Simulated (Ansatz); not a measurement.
ZrN:

```xyz
2
Lattice="0.0000 2.3000 2.3000 2.3000 0.0000 2.3000 2.3000 2.3000 0.0000" Properties=species:S:1:pos:R:3 pbc="T T T"
Zr    2.3000    2.3000    2.3000
N     0.0000    0.0000    0.0000
```

| Quantity | Value |
| --- | --- |
| Program | Ansatz 0.2.0 |
| Task | relaxation of cell and atoms |
| Functional | HSE03 |
| Potentials or basis | Ansatz PAW |
| Cutoff | 420 eV (not typed: the program's choice for these potentials) |
| k mesh | 5 × 5 × 5 |
| Occupations | fermi-dirac, width 0.05 eV |
| Spin | no spin polarisation |

At the start: volume 12.17 Å³/atom.

**Question.** How do energy, volume and symmetry change on relaxing?

**Answer.** It ends after 7 steps and the volume is 11.88 Å³/atom (-2.3 %); space group Fm-3m (No. 225, to 0.05 Å).

Step by step:
| step | energy change (eV) | largest force (eV/Å) | volume (Å³) |
| --- | --- | --- | --- |
| 1 | 0.0000 | 0.0000 | 24.33 |
| 2 | -0.0067 | 0.0000 | 23.36 |
| 3 | -0.0121 | 0.0000 | 23.78 |
| 4 | -0.0121 | 0.0000 | 23.77 |
| 5 | -0.0111 | 0.0000 | 23.77 |
| 6 | -0.0111 | 0.0000 | 23.76 |
| 7 | -0.0111 | 0.0000 | 23.76 |

Final structure:
```cif
data_structure
_symmetry_space_group_name_H-M 'P 1'
_symmetry_Int_Tables_number 1
_cell_length_a 3.2271
_cell_length_b 3.2271
_cell_length_c 3.2271
_cell_angle_alpha 60.000
_cell_angle_beta 60.000
_cell_angle_gamma 60.000
_cell_volume 23.76
loop_
_atom_site_label
_atom_site_type_symbol
_atom_site_fract_x
_atom_site_fract_y
_atom_site_fract_z
_atom_site_occupancy
Zr1 Zr 0.50000 0.50000 0.50000 1
N1 N 0.00000 0.00000 0.00000 1
```

Caveat: the k mesh is coarse (spacing up to 0.47 Å⁻¹), so the values aren't converged, least of all with exact exchange; the plane-wave basis is chosen anew once the cell has moved, so the energies of steps on either side of that aren't comparable; the pressure holds a Pulay correction of +0.3 GPa for the finite cutoff; the PAW data sets come from PBE, with cores solved anew for the run's functional, which leaves a small shift of forces and pressure.
